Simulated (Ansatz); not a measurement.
Crystal: FePt (Tetraferroplatinum).

```
Pt Fe
1.0
     2.72350    0.00000    0.00000
     0.00000    2.72350    0.00000
     0.00000    0.00000    3.72000
Pt Fe
1 1
Direct
  0.50000 0.50000 0.50000
  0.00000 0.00000 0.00000
```

Program: Ansatz 0.2.0. Alike in all runs: task band structure; potentials or basis Ansatz PAW; cell as given; cutoff (eV) 420; smearing fermi-dirac 0.05 eV.

Task: Order these runs on this cell by their pressure, lowest first.
A. level PBEsol; spin collinear, ferromagnetic start; k mesh 10 × 10 × 7
B. level RPBE; spin collinear, ferromagnetic start; k mesh 10 × 10 × 7
C. level LDA; spin non-collinear, ferromagnetic start, SOC; k mesh 7 × 7 × 5

Result: C (-13.2 GPa), A (-6.0 GPa), B (8.4 GPa).

Caveats: the PAW data sets come from PBE, with cores solved anew for the run's functional, which leaves a small shift of forces and pressure; the thresholds are loose for stress (some runs).

Runs at the PBE level aren't shown here.
